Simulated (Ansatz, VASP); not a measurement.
# InF in two plane-wave programs, part 2 of 2

One calculation is typed for both programs; each brings its own data sets. How far apart do they land? The cell is generated by rule, not measured, and may not be a known phase. The cell is taken from a series of runs on this material, whose earlier steps may have relaxed, scaled, displaced or heated it; both programs get it as it stands.

VASP 6.6.1 and Ansatz 0.2.0.

So far. Step 2 (VASP: single point, LDA, pair 1): The run ends at a pressure of 6.38 GPa, with forces up to 0.93 eV/Å. Step 3 (Ansatz: single point, LDA, pair 1): The run ends at a pressure of 6.40 GPa, with forces up to 0.90 eV/Å.

## (5) VASP: single point, LDA, pair 2

Level of this step: LDA; plane waves and PAW (In_d, F); invented cell (VASP).

With cell and atoms fixed, the geometry can't cause a difference; cores, projectors, grids and the points listed under the comparison can.

File INCAR:

```
SYSTEM = InF
PREC = Accurate
ENCUT = 600
EDIFF = 1E-06
NELM = 120
ISMEAR = 1
SIGMA = 0.2
LREAL = .FALSE.
ALGO = Normal
GGA = PW92
NBANDS = 74
LORBIT = 11
LWAVE = .FALSE.
LCHARG = .FALSE.
ISIF = 2
LASPH = .TRUE.
GGA_COMPAT = .FALSE.
KPAR = 2
```

File POSCAR:

```
InF
1.0
   -4.7665226873     -2.7519531566      0.0000000000
   -4.7665226873      2.7519531566      0.0000000000
    0.0000000000      0.0000000000     -7.5354644677
In F
6 6
Direct
    0.3333333333      0.3333333333      0.0000000000
    1.0000000000      1.0000000000      0.0383967745
    0.6666666666      0.6666666666      0.9616032255
    0.3333333333      0.3333333333      0.5000000000
    1.0000000000      1.0000000000      0.4616032255
    0.6666666666      0.6666666666      0.5383967745
    0.4592103485      0.9370614924      0.7500000000
    0.9370614924      0.6037281591      0.7500000000
    0.6037281591      0.4592103484      0.7500000000
    0.2074563182      0.7296051742      0.2500000000
    0.0629385075      0.2074563181      0.2500000000
    0.7296051742      0.0629385075      0.2500000000
```

File KPOINTS:

```
Automatic mesh
0
Gamma
9 9 6
0 0 0
```

The projector-augmented-wave data sets are In_d and F (LDA family, release 64).

Run with:

```bash
$ mpirun -np 2 vasp_std
```

Numbers of over 12 decimals in the logs are rounded to 6 here.

The program printed:

```text
[banner, memory and clock lines left out]
running    2 mpi-ranks, on    1 nodes
[...]
[... a notice as in an earlier step ...]

 LDA part: xc-table for (Slater(with rela. corr.)+PW92), standard interpolation
 POSCAR, INCAR and KPOINTS ok, starting setup
[...]
entering main loop
       N       E                     dE             d eps       ncg     rms          rms(c)
DAV:   1     0.192599488417E+04    0.19260E+04   -0.58558E+04  9168   0.251E+03
DAV:   2     0.391736320798E+03   -0.15343E+04   -0.14620E+04  9120   0.708E+02
DAV:   3    -0.103201758824E+02   -0.40206E+03   -0.38403E+03  9292   0.309E+02
DAV:   4    -0.533084085586E+02   -0.42988E+02   -0.42278E+02 11044   0.106E+02
[...]
DAV:  12    -0.496142876659E+02    0.90792E-04   -0.41031E-04 13136   0.149E-01    0.385E-02
DAV:  13    -0.496142889722E+02   -0.13062E-05   -0.66265E-05 10096   0.364E-02    0.230E-02
DAV:  14    -0.496142885312E+02    0.44100E-06   -0.26323E-06  7488   0.131E-02
   1 F= -.49614289E+02 E0= -.49615100E+02  d E =0.243376E-02
```

Parts of OUTCAR (step 5):

```text
  Total       13.2745425     13.2745425     24.7918193     -0.0000000     -0.0000000     -0.0000000
  in kB      107.5839341    107.5839341    200.9260543     -0.0000002     -0.0000000     -0.0000000
  external PRESSURE =     138.6979742 kB  Pullay stress =       0.0000000 kB

 POSITION                                       TOTAL-FORCE (eV/Angst)
 -----------------------------------------------------------------------------------
     -3.17768      0.00000      0.00000        -0.000000      0.000000     -0.000000
      0.00000      0.00000     -0.28934        -0.000000      0.000000      2.314156
     -6.35536      0.00000     -7.24613        -0.000000      0.000000     -2.314156
     -3.17768      0.00000     -3.76773        -0.000000      0.000000      0.000000
      0.00000      0.00000     -3.47839        -0.000000      0.000000     -2.314156
     -6.35536      0.00000     -4.05707        -0.000000      0.000000      2.314156
     -6.65536      1.31502     -5.65160        -0.765260      2.525099     -0.000000
     -7.34421     -0.91732     -5.65160        -1.804169     -1.925284      0.000000
     -5.06652     -0.39771     -5.65160         2.569430     -0.599814     -0.000000
     -4.46652      1.43693     -1.88387         0.765260     -2.525099      0.000000
     -1.28884      0.39771     -1.88387        -2.569430      0.599814      0.000000
     -3.77768     -1.83464     -1.88387         1.804169      1.925284      0.000000
 -----------------------------------------------------------------------------------
    total drift:                               -0.000004      0.000001      0.000000

  FREE ENERGIE OF THE ION-ELECTRON SYSTEM (eV)
  ---------------------------------------------------
  free  energy   TOTEN  =       -49.6142885312 eV

  energy  without entropy=      -49.6167222916  energy(sigma->0) =      -49.61509978

[... 2 parts as in an earlier step ...]

[... 1 further part left out ...]
[key lines of the parts left out:]
E-fermi :   6.1824
```

The run ends at a pressure of 13.87 GPa, with forces up to 2.6 eV/Å.

## (6) Ansatz: single point, LDA, pair 2

The same cell, functional (in two slightly different forms), mesh and smearing now go to Ansatz, which takes its cutoff from its data sets.

The cell is taken from a series of runs on this material, whose earlier steps may have relaxed, scaled, displaced or heated it; both programs get it as it stands.

File input.yaml:

```yaml
crystal:
  lattice:
    - [-4.7665226873, -2.7519531566, 0.0]
    - [-4.7665226873, 2.7519531566, 0.0]
    - [0.0, 0.0, -7.5354644677]
  atoms:
    - { symbol: In, position: [0.3333333333, 0.3333333333, -6.23e-08] }
    - { symbol: In, position: [1.0, -2.314e-07, 0.0383961092] }
    - { symbol: In, position: [0.6666666667, 0.6666668981, -0.0383974398] }
    - { symbol: In, position: [0.3333333333, 0.3333333333, 0.5000000623] }
    - { symbol: In, position: [1.0, -2.314e-07, 0.4616038908] }
    - { symbol: In, position: [0.6666666667, 0.6666668981, 0.5383974398] }
    - { symbol: F, position: [0.4592112614, 0.9370611892, 0.75] }
    - { symbol: F, position: [-0.0629365276, 0.6037266356, 0.75] }
    - { symbol: F, position: [0.6037298326, 0.459209892, 0.75] }
    - { symbol: F, position: [0.2074554053, 0.7296057839, 0.25] }
    - { symbol: F, position: [0.0629365276, 0.2074567746, 0.25] }
    - { symbol: F, position: [0.7296035008, 0.0629397246, 0.25] }
kpoints:
  mp_grid: { grid: [9, 9, 6] }
hamiltonian:
  xc: lda
scf:
  occupations: { method: methfessel_paxton, width: 0.2 }
output:
  forces: true
  stress: true
  eigenvalues: true
```

Run with:

```bash
$ ansatz run input.yaml --threads 4 --pin off --max-ram 7168MiB --backend cpu --events-out ev --progress --plain --runs-dir out
```

The program printed:

```text
[...]
Crystal: 12 atoms, lattice volume = 197.689 Å³
Basis set: ecut = 420 eV, 3931 PW (Γ)
Bands: 72, of which v1, the nominal top of the filled ones, is band 60 counted from 1 (59 counted from 0)
Symmetry: 12 space group operations
[...]
k-points: 60 of 486
[...]
k-point 0: bands = [... 56 lower, 8.5283, 8.8138, 8.8706, 9.6184, 10.2061, 10.2061, 10.5262, 10.8780, ... 8 higher]
  k-point 1: bands = [... 56 lower, 8.4712, 8.7569, 8.9942, 9.6180, 10.1953, 10.1953, 10.7067, 10.7067, ... 8 higher]
  k-point 2: bands = [... 56 lower, 8.4474, 8.6312, 9.2197, 9.5735, 10.1996, 10.1996, 10.4597, 10.4597, ... 8 higher]
  k-point 59: bands = [... 56 lower, 6.3636, 6.3636, 7.0804, 7.0804, 11.9269, 11.9269, 12.2357, 12.2357, ... 8 higher]
[key lines of the parts left out:]
SCF converged after 7 iterations
Free energy (F): -37505.008796 eV
Fermi energy:    9.046493 eV
P = ⅓ Tr σ = 13.7133 GPa (137.133 kbar)
```

The run ends at a pressure of 13.71 GPa, with forces up to 2.6 eV/Å.

## (7) Differences

The two programs side by side:

```
      quantity  Ansatz   VASP  difference
pressure (GPa)   13.71  13.87       -0.16
```

Forces on 10 of the 12 atoms, those with the largest forces and the largest differences (eV/Å; atoms numbered as in POSCAR):

```
atom         Ansatz x, y, z           VASP x, y, z
 In2    0.000, 0.000, 2.181    0.000, 0.000, 2.314
 In3   0.000, 0.000, -2.181   0.000, 0.000, -2.314
 In5   0.000, 0.000, -2.181   0.000, 0.000, -2.314
 In6    0.000, 0.000, 2.181    0.000, 0.000, 2.314
  F7   -0.752, 2.464, 0.000   -0.765, 2.525, 0.000
  F8  -1.758, -1.883, 0.000  -1.804, -1.925, 0.000
  F9   2.510, -0.581, 0.000   2.569, -0.600, 0.000
 F10   0.752, -2.464, 0.000   0.765, -2.525, 0.000
 F11   -2.510, 0.581, 0.000   -2.569, 0.600, 0.000
 F12    1.758, 1.883, 0.000    1.804, 1.925, 0.000
```

The forces differ by 51 meV/Å r.m.s., which is 3.9 % of the r.m.s. force of 1.325 eV/Å (both taken over all components).

## (8) Summary of results

- r.m.s. force difference (single point, LDA, pair 1): 6.7 % of the r.m.s. force
- r.m.s. force difference (single point, LDA, pair 2): 3.9 % of the r.m.s. force

The r.m.s. force difference is 6.7 % of the r.m.s. force (single point, LDA, pair 1), beyond the 3 % picked in this series as the mark of a large difference. What causes the difference of the single point, LDA, pair 1 pair stays open here. What causes the difference of the single point, LDA, pair 2 pair stays open here. Such differences can come from data sets, numerical settings and the points named under the comparisons, not from the functional's error against experiment.

[Lines on the potential files, build, host, timing and source positions are cut from VASP's logs without a mark.]

[Logs are printed without paths, hosts, clocks, repeated set-up lines and the standing remarks that a program may print on its own settings, such as how far it seeks lower states.]

[Hosts, paths, dates, database ids (printed as entryN), source tags and the programs' standing remarks are cut or masked in the printed files.]
